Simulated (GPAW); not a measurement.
# Ti (Im-3m) in GPAW: notebook, part 2 of 2

GPAW 26.7.0. The steps go on from the part before.

## 4. Band structure, PBEsol

run.py

```python
from ase.dft.bandgap import bandgap
from ase.io import read, write
from ase.units import GPa
from gpaw import GPAW, PW, setup_paths

setup_paths.insert(0, '.')

atoms = read('Ti.cif')

calc = GPAW(mode=PW(600),
            xc='PBEsol',
            kpts={'size': (11, 11, 11), 'gamma': True},
            occupations={'name': 'fermi-dirac', 'width': 0.05},
            nbands=14,
            convergence={'density': 1e-05, 'energy': 1e-05},
            maxiter=150,
            txt='gpaw.txt')
atoms.calc = calc
energy = atoms.get_potential_energy()
forces = atoms.get_forces()
stress = atoms.get_stress()
calc.write('gs.gpw')
write('result.traj', atoms)
print(f'Energy: {energy:.6f} eV')
print('Forces (eV/A):')
print(forces.round(4))
print('Stress (GPa):', (stress / GPa).round(3))
print('Fermi level:', round(calc.get_fermi_level(), 4), 'eV')
print(f'Gap: {bandgap(calc)[0]:.4f} eV, direct: {bandgap(calc, direct=True)[0]:.4f} eV')

path = atoms.cell.bandpath('GHNGPH,PN', npoints=60, eps=1e-4)
bs_calc = calc.fixed_density(kpts=path, symmetry='off', nbands=21,
                             convergence={'bands': 'CBM+6.0', 'eigenstates': 1e-6}, txt='bands.txt')
bs = bs_calc.band_structure()
bs.write('bs.json')
print(f'Gap on the path: {bandgap(bs_calc)[0]:.4f} eV')
```

Ti.cif

```cif
data_Ti
_cell_length_a 2.84229538
_cell_length_b 2.84229538
_cell_length_c 2.84229538
_cell_angle_alpha 109.47122063
_cell_angle_beta 109.47122063
_cell_angle_gamma 109.47122063
_space_group_name_H-M_alt 'P1'
_space_group_name_Hall 'P 1'
_space_group_IT_number 1
loop_
_space_group_symop_operation_xyz
'x,y,z'
loop_
_atom_site_label
_atom_site_type_symbol
_atom_site_symmetry_multiplicity
_atom_site_Wyckoff_symbol
_atom_site_fract_x
_atom_site_fract_y
_atom_site_fract_z
_atom_site_occupancy
Ti1 Ti 1 a 0.0000000000 0.0000000000 0.0000000000 1
```

Potentials or basis: PAW data sets generated in the run's folder for this functional, pw.

Run with:

```console
$ gpaw-setup -f PBEsol Ti
$ OMP_NUM_THREADS=1 python run.py
```

gpaw.txt:

```text
__  _  _
 | _ |_)|_||  |
 |__||  | ||/\| - 26.7.0

Input parameters:
  mode=PW(ecut=600.0),
  convergence={'density': 1e-05, 'energy': 1e-05},
  kpts=MonkhorstPack(size=(11, 11, 11), gamma=True),
  maxiter=150,
  nbands=14,
  occupations=Occupations(name='fermi-dirac', width=0.05),
  xc=XC(name='PBEsol')

Diagonalizing LCAO Hamiltonian
Converting LCAO to pw mode

       Ti

Atoms  # Å, Bohr magnetons
|   | symbol |        x |        y |        z |    initial magnetic moments |
|---|--------|----------|----------|----------|-----------------------------|
| 0 |     Ti | 0.000000 | 0.000000 | 0.000000 | ( 0.0000,  0.0000,  0.0000) |

Unit cell  # Å
| periodic |         x |         y |        z |  lengths |     angles |
|----------|-----------|-----------|----------|----------|------------|
|      yes |  2.842295 |  0.000000 | 0.000000 | 2.842295 | 109.471221 |
|      yes | -0.947432 |  2.679742 | 0.000000 | 2.842295 | 109.471221 |
|      yes | -0.947432 | -1.339871 | 2.320724 | 2.842295 | 109.471221 |

Number of symmetries: 48
Symmetry operations  # r_c * U_cc + t_c -> r_c
|    | kind |            matrix            |
|----|------|------------------------------|
|  0 |  σ   |  1, 1, 1,  0, 0,-1,  0,-1, 0 |
|  1 |  C4  |  1, 1, 1,  0, 0,-1, -1, 0, 0 |
|  2 |  C2  |  1, 1, 1,  0,-1, 0,  0, 0,-1 |
|  3 |  S6  |  1, 1, 1,  0,-1, 0, -1, 0, 0 |
|  4 |  S6  |  1, 1, 1, -1, 0, 0,  0, 0,-1 |
|  5 |  C4  |  1, 1, 1, -1, 0, 0,  0,-1, 0 |
|  6 |  E   |  1, 0, 0,  0, 1, 0,  0, 0, 1 |
|  7 |  σ   |  1, 0, 0,  0, 1, 0, -1,-1,-1 |
|  8 |  σ   |  1, 0, 0,  0, 0, 1,  0, 1, 0 |
|  9 |  C3  |  1, 0, 0,  0, 0, 1, -1,-1,-1 |
| 10 |  C3  |  1, 0, 0, -1,-1,-1,  0, 1, 0 |
| 11 |  σ   |  1, 0, 0, -1,-1,-1,  0, 0, 1 |
| 12 |  σ   |  0, 1, 0,  1, 0, 0,  0, 0, 1 |
| 13 |  C2  |  0, 1, 0,  1, 0, 0, -1,-1,-1 |
| 14 |  C3  |  0, 1, 0,  0, 0, 1,  1, 0, 0 |
| 15 |  S4  |  0, 1, 0,  0, 0, 1, -1,-1,-1 |
| 16 |  S4  |  0, 1, 0, -1,-1,-1,  1, 0, 0 |
| 17 |  C3  |  0, 1, 0, -1,-1,-1,  0, 0, 1 |
| 18 |  C3  |  0, 0, 1,  1, 0, 0,  0, 1, 0 |
| 19 |  S4  |  0, 0, 1,  1, 0, 0, -1,-1,-1 |
| 20 |  σ   |  0, 0, 1,  0, 1, 0,  1, 0, 0 |
| 21 |  C3  |  0, 0, 1,  0, 1, 0, -1,-1,-1 |
| 22 |  C2  |  0, 0, 1, -1,-1,-1,  1, 0, 0 |
| 23 |  S4  |  0, 0, 1, -1,-1,-1,  0, 1, 0 |
| 24 |  C4  |  0, 0,-1,  1, 1, 1,  0,-1, 0 |
| 25 |  σ   |  0, 0,-1,  1, 1, 1, -1, 0, 0 |
| 26 |  S6  |  0, 0,-1,  0,-1, 0,  1, 1, 1 |
| 27 |  C2  |  0, 0,-1,  0,-1, 0, -1, 0, 0 |
| 28 |  C4  |  0, 0,-1, -1, 0, 0,  1, 1, 1 |
| 29 |  S6  |  0, 0,-1, -1, 0, 0,  0,-1, 0 |
| 30 |  S6  |  0,-1, 0,  1, 1, 1,  0, 0,-1 |
| 31 |  C4  |  0,-1, 0,  1, 1, 1, -1, 0, 0 |
| 32 |  C4  |  0,-1, 0,  0, 0,-1,  1, 1, 1 |
[... 80 lines left out ...]
    |   4s |  2.000 |      -4.477 |    1.270 |
    |   3p |  6.000 |     -38.776 |    1.058 |
    |   4p |  0.000 |      -1.449 |    1.058 |
    |   3d |  2.000 |      -4.275 |    1.058 |
    |    d |        |      22.937 |    1.058 |

    Using partial waves for Ti as LCAO basis

Reference energy: -23197.747648  # eV

eigensolver:
  PPCG
  Converge bands: occupied
  niter=2

density mixing:
  MSR1-Mixer
  Pratt-step length: 0.05
  Maximum mixing coefficient: 0.75
  Old densities: 10
  SVD Regularization: 0.005
  Good broyden scale: 1.0
  Trust region scale: 1.0
  Backstep threshold: 4.0
  History deletion threshold: 6.0
  Fourier metric: weight=20.0, sigma=0.015

occupation numbers:
  Fermi-Dirac:
    width: 0.0500  # eV

poisson solver:
  ecut: 4800.0  # eV

xc functional:
  name: PBEsol with 2 nearest neighbor stencil

convergence criteria:
- Maximum integral of absolute [dens]ity change: 1e-05 electrons / valence electron
- Maximum [total energy] change in last 3 cyles: 1e-05 eV / valence electron
- Maximum integral of absolute [eigenst]ate change: 4e-08 eV^2 / valence electron
maximum number of iterations: 150

SCF iterations
|iter     | |      energy | eigst |  dens |
|---------|-|-------------|-------|-------|
|iter:   1| |   -7.278628 | -0.12 |       |
|iter:   2| |   -7.219385 | -3.04 | -1.23 |
|iter:   3| |   -7.039441 | -1.82 | -1.28 |
|iter:   4| |   -7.042391 | -3.73 | -2.09 |
|iter:   5| |   -7.043960 | -4.03 | -2.37 |
|iter:   6| |   -7.043976 | -6.31 | -3.60 |
|iter:   7| |   -7.043977c| -6.78 | -3.89 |
|iter:   8| |   -7.043977c| -8.33c| -5.13c|

Converged in 8 steps
Energy contributions relative to reference atoms: (reference = -23197.747648)

Energy contributions:
  Kinetic:           3.371717
  Coulomb:          -3.384656
  Zero:              0.010794
  External:          0.000000
  Xc:               -7.030521
  Entropy:          -0.022623
  Spinorbit:         0.000000
  ----------------------------
  Free energy:      -7.055288
  Extrapolated:     -7.043977

dipole moment: (-3.022671, -4.274703, -7.404003)  # |e|*Ang

Fermi level: 7.962
Eigenvalues  # (at kpt = [0.000, 0.000, 0.000])
| band index |      eig [eV] | occ [0-2] |
|------------|---------------|-----------|
|          0 |       -48.327 |     2.000 |
|          1 |       -24.321 |     2.000 |
|          2 |       -24.321 |     2.000 |
|          3 |       -24.321 |     2.000 |
|          4 |         2.072 |     2.000 |
|          5 |         8.947 |     0.000 |
|          6 |         8.947 |     0.000 |
|          7 |         8.947 |     0.000 |
|          8 |        10.680 |     0.000 |
|          9 |        10.680 |     0.000 |
|         10 |        25.287 |     0.000 |
|         11 |        25.287 |     0.000 |
|         12 |        25.287 |     0.000 |
|         13 |        31.063 |     0.000 |

No gap
No difference between direct/indirect transitions

Forces  # eV/Ang
|        x |        y |        z |
|----------|----------|----------|
| -0.00000 | -0.00000 | -0.00000 |  # Ti   0

Stress tensor  # eV/Ang^3
|         x |         y |         z |
|-----------|-----------|-----------|
|  0.045047 | -0.000000 | -0.000000 |
| -0.000000 |  0.045047 | -0.000000 |
| -0.000000 | -0.000000 |  0.045047 |

# Writing to gs.gpw (mode='')
```

stdout:

```text
Energy: -7.043977 eV
Forces (eV/A):
[[-0. -0. -0.]]
Stress (GPa): [ 7.217  7.217  7.217 -0.    -0.    -0.   ]
Fermi level: 7.9617 eV
Gap: 0.0000 eV, direct: 0.0000 eV
Gap on the path: 0.0000 eV
```

It took 15 s on 1 thread of Intel Xeon Platinum 8488C (Sapphire Rapids), shared host; peak memory 0.17 GiB.

What came out:

```yaml
Free_energy: -7.0553 eV
Pressure: -7.2 GPa
Band_gap_along_the_path: none (metal or under the smearing width)
```

Levels at the corners of the path, in eV from the Fermi level:
```tsv
point	band 2	band 3	band 4	band 5	band 6	band 7	band 8	band 9	band 10
Γ	-32.28	-32.28	-32.28	-5.89	0.99	0.99	0.99	2.72	2.72
H	-32.73	-32.73	-32.73	-2.04	-2.04	3.88	3.88	3.88	8.20
N	-32.93	-32.49	-32.29	-2.40	-0.37	1.09	2.70	3.05	4.23
Γ	-32.28	-32.28	-32.28	-5.89	0.99	0.99	0.99	2.72	2.72
P	-32.60	-32.60	-32.60	-0.60	-0.60	-0.60	3.11	3.11	8.96
H	-32.73	-32.73	-32.73	-2.04	-2.04	3.88	3.88	3.88	8.20
P	-32.60	-32.60	-32.60	-0.60	-0.60	-0.60	3.11	3.11	8.96
N	-32.93	-32.49	-32.29	-2.40	-0.37	1.09	2.70	3.05	4.23
```
